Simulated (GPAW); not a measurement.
# Si (P2/m) in GPAW: notebook

One crystal, Si, is run at these levels: PBEsol; tasks: single point.

All numbers are computed with GPAW 26.7.0; they aren't measurements. Logs are shortened: lines on timing, memory, paths and dates and some standing lists are left out, and cuts for length are marked. The log counts tension as positive stress, the text compression.

## (1) Starting point

It takes space group P2/m (No. 10, monoclinic). The conventional cell has a = 2.575 Å, b = 2.466 Å, c = 2.621 Å, α = 90.00°, β = 118.27°, γ = 90.00°. Around Si (site symmetry 2/m) lie 8 Si at 2.47 to 2.67 Å.

This isn't the form of Si at room conditions, which is diamond.

## (2) Single point, PBEsol, 14.66 Å³/atom

run.py reads:

```python
from ase import Atoms
from ase.dft.bandgap import bandgap
from ase.io import write
from ase.units import GPa
from gpaw import GPAW, PW, setup_paths

setup_paths.insert(0, '.')

atoms = Atoms(['Si'],
              cell=[[2.6205428149, -0.0524108563, 0.0],
                    [-1.3556605405, 2.2956620776, 0.0],
                    [0.0, 0.0, 2.46635439]],
              scaled_positions=[[0.0, 0.0, 0.0]],
              pbc=True)

calc = GPAW(mode=PW(600),
            xc='PBEsol',
            kpts={'size': (12, 12, 11), 'gamma': True},
            occupations={'name': 'fermi-dirac', 'width': 0.05},
            nbands=8,
            convergence={'density': 1e-05, 'energy': 1e-05},
            maxiter=150,
            txt='gpaw.txt')
atoms.calc = calc
energy = atoms.get_potential_energy()
forces = atoms.get_forces()
stress = atoms.get_stress()
calc.write('gs.gpw')
write('result.traj', atoms)
print(f'Energy: {energy:.6f} eV')
print('Forces (eV/A):')
print(forces.round(4))
print('Stress (GPa):', (stress / GPa).round(3))
print('Fermi level:', round(calc.get_fermi_level(), 4), 'eV')
print(f'Gap: {bandgap(calc)[0]:.4f} eV, direct: {bandgap(calc, direct=True)[0]:.4f} eV')
```

Potentials or basis: PAW data sets generated in the run's folder for this functional, pw.

Launch:

```sh
gpaw-setup -f PBEsol Si
OMP_NUM_THREADS=1 python run.py
```

gpaw.txt:

```text
__  _  _
 | _ |_)|_||  |
 |__||  | ||/\| - 26.7.0

Input parameters:
  mode=PW(ecut=600.0),
  convergence={'density': 1e-05, 'energy': 1e-05},
  kpts=MonkhorstPack(size=(12, 12, 11), gamma=True),
  maxiter=150,
  nbands=8,
  occupations=Occupations(name='fermi-dirac', width=0.05),
  xc=XC(name='PBEsol')

Diagonalizing LCAO Hamiltonian
Converting LCAO to pw mode

       Si

Atoms  # Å, Bohr magnetons
|   | symbol |        x |        y |        z |    initial magnetic moments |
|---|--------|----------|----------|----------|-----------------------------|
| 0 |     Si | 0.000000 | 0.000000 | 0.000000 | ( 0.0000,  0.0000,  0.0000) |

Unit cell  # Å
| periodic |         x |         y |        z |  lengths |     angles |
|----------|-----------|-----------|----------|----------|------------|
|      yes |  2.620543 | -0.052411 | 0.000000 | 2.621067 |  90.000000 |
|      yes | -1.355661 |  2.295662 | 0.000000 | 2.666061 |  90.000000 |
|      yes |  0.000000 |  0.000000 | 2.466354 | 2.466354 | 121.708948 |

Number of symmetries: 4
Symmetry operations  # r_c * U_cc + t_c -> r_c
|   | kind |            matrix            |
|---|------|------------------------------|
| 0 |  E   |  1, 0, 0,  0, 1, 0,  0, 0, 1 |
| 1 |  σ   |  1, 0, 0,  0, 1, 0,  0, 0,-1 |
| 2 |  C2  | -1, 0, 0,  0,-1, 0,  0, 0, 1 |
| 3 |  i   | -1, 0, 0,  0,-1, 0,  0, 0,-1 |

BZ-sampling:
  Number of BZ points: 1584
  Number of IBZ points: 444

  Monkhorst-Pack size: [12, 12, 11]
  Monkhorst-Pack shift: [0.041666666666666664, 0.041666666666666664, 0.0]

K-points  # in reciprocal-cell coordinates
|     |                                coordinates |     weight |
|-----|--------------------------------------------|------------|
|   0 | ( -0.00000000,  -0.00000000,   0.00000000) | 0.00063131 |
|   1 | ( -0.00000000,  -0.00000000,   0.09090909) | 0.00126263 |
|   2 | ( -0.00000000,  -0.00000000,   0.18181818) | 0.00126263 |
|   3 | ( -0.00000000,  -0.00000000,   0.27272727) | 0.00126263 |
|   4 | ( -0.00000000,  -0.00000000,   0.36363636) | 0.00126263 |
|   5 | ( -0.00000000,  -0.00000000,   0.45454545) | 0.00126263 |
|   6 | ( -0.00000000,   0.08333333,   0.00000000) | 0.00126263 |
|   7 | ( -0.00000000,   0.08333333,   0.09090909) | 0.00252525 |
|   8 | ( -0.00000000,   0.08333333,   0.18181818) | 0.00252525 |
|   9 | ( -0.00000000,   0.08333333,   0.27272727) | 0.00252525 |
| ... |                                            |            |
| 443 | (  0.50000000,   0.50000000,   0.45454545) | 0.00126263 |

Plane wave coefficients: 501
Cutoff: 600.0 eV

Spin-components: 1 (collinear spins)
Bands:           8
Projectors:      5
Spin-degeneracy: 2
Datatype:        complex128

Parallelization:
  kpt:    1
  domain: 1
  band:   1

Density:
  Valence electrons: 4.0
  Components: 1
  Grid points: [15 16 14]
  Charge: 0.0  # |e|

Potential:
  Grid points: [15 16 14]

species:
  Si:
    name:    Silicon
    Z:       14.0
    valence: 4
    core:    10
    charge:  0.0  # [|e|]
    compensation charges:
      type: gauss
      rc: 0.33  # [Å]
      lmax: 2
    cutoffs:
      filter: 1.86  # [Å]
      core: 2.06  # [Å]
    projectors
    | kind |    occ | energy [eV] | rcut [Å] |
    |------|--------|-------------|----------|
    |   3s |  2.000 |     -10.768 |    1.058 |
    |   3p |  2.000 |      -4.057 |    1.058 |
    |    s |        |      16.444 |    1.058 |
    |    p |        |      23.155 |    1.058 |
    |    d |        |       0.000 |    1.058 |

    Using partial waves for Si as LCAO basis

Reference energy: -7871.696710  # eV

eigensolver:
  PPCG
  Converge bands: occupied
  niter=2

density mixing:
  MSR1-Mixer
  Pratt-step length: 0.05
  Maximum mixing coefficient: 0.75
  Old densities: 10
  SVD Regularization: 0.005
  Good broyden scale: 1.0
  Trust region scale: 1.0
  Backstep threshold: 4.0
  History deletion threshold: 6.0
  Fourier metric: weight=20.0, sigma=0.015

occupation numbers:
  Fermi-Dirac:
    width: 0.0500  # eV

poisson solver:
  ecut: 4800.0  # eV

xc functional:
  name: PBEsol with 2 nearest neighbor stencil

convergence criteria:
- Maximum integral of absolute [dens]ity change: 1e-05 electrons / valence electron
- Maximum [total energy] change in last 3 cyles: 1e-05 eV / valence electron
- Maximum integral of absolute [eigenst]ate change: 4e-08 eV^2 / valence electron
maximum number of iterations: 150

SCF iterations
|iter     | |      energy | eigst |  dens |
|---------|-|-------------|-------|-------|
|iter:   1| |   -5.530723 | -0.11 |       |
|iter:   2| |   -5.532802 | -3.15 | -1.13 |
|iter:   3| |   -5.542449 | -3.47 | -1.16 |
|iter:   4| |   -5.543655 | -4.34 | -1.66 |
|iter:   5| |   -5.543651 | -6.29 | -2.79 |
|iter:   6| |   -5.543651c| -7.71c| -3.78 |
|iter:   7| |   -5.543651c| -7.90c| -4.21 |
|iter:   8| |   -5.543651c| -9.56c| -5.42c|

Converged in 8 steps
Energy contributions relative to reference atoms: (reference = -7871.696710)

Energy contributions:
  Kinetic:           6.031806
  Coulomb:          -4.307998
  Zero:             -0.019077
  External:          0.000000
  Xc:               -7.246999
  Entropy:          -0.002767
  Spinorbit:         0.000000
  ----------------------------
  Free energy:      -5.545035
  Extrapolated:     -5.543651

dipole moment: (-2.757937, -4.891163, -5.377614)  # |e|*Ang

Fermi level: 8.901
Eigenvalues  # (at kpt = [-0.000, -0.000, 0.000])
| band index |      eig [eV] | occ [0-2] |
|------------|---------------|-----------|
|          0 |        -5.211 |     2.000 |
|          1 |        16.462 |     0.000 |
|          2 |        16.950 |     0.000 |
|          3 |        18.844 |     0.000 |
|          4 |        19.735 |     0.000 |
|          5 |        20.541 |     0.000 |
|          6 |        21.921 |     0.000 |
|          7 |        26.911 |     0.000 |

No gap
No difference between direct/indirect transitions

Forces  # eV/Ang
|       x |       y |       z |
|---------|---------|---------|
| 0.00000 | 0.00000 | 0.00000 |  # Si   0

Stress tensor  # eV/Ang^3
|         x |         y |         z |
|-----------|-----------|-----------|
|  0.008699 | -0.006472 |  0.000000 |
| -0.006472 | -0.013453 |  0.000000 |
|  0.000000 |  0.000000 | -0.017453 |

# Writing to gs.gpw (mode='')
```

Wall time 20 s (1 thread of Intel Xeon Platinum 8488C (Sapphire Rapids), shared host); peak memory 0.19 GiB.

What came out:

```
Free energy            : -5.5450 eV
Pressure               : 1.2 GPa
Band gap on the k mesh : none (metal or under the smearing width)
```

Caveat: the density grid can change from cell to cell, which puts small steps into energies and stress.

## (3) Single point, PBEsol, 14.67 Å³/atom

Edit run.py of step 2 so:

```diff
@@ -9,4 +9,4 @@
 atoms = Atoms(['Si'],
-              cell=[[2.6205428149, -0.0524108563, 0.0],
-                    [-1.3556605405, 2.2956620776, 0.0],
+              cell=[[2.6205428149, -0.0262054281, 0.0],
+                    [-1.332965974, 2.2825593635, 0.0],
                     [0.0, 0.0, 2.46635439]],
```

Potentials or basis: PAW data sets generated in the run's folder for this functional, pw.

Launch:

```sh
gpaw-setup -f PBEsol Si
OMP_NUM_THREADS=1 python run.py
```

Run time: 20 s. Hardware: 1 thread of Intel Xeon Platinum 8488C (Sapphire Rapids), shared host; peak memory 0.19 GiB.

Results (log left out):

| Property | Result |
| --- | --- |
| Free energy | -5.5463 eV |
| Pressure | 1.0 GPa |
| Band gap on the k mesh | none (metal or under the smearing width) |

Caveat: the density grid can change from cell to cell, which puts small steps into energies and stress.
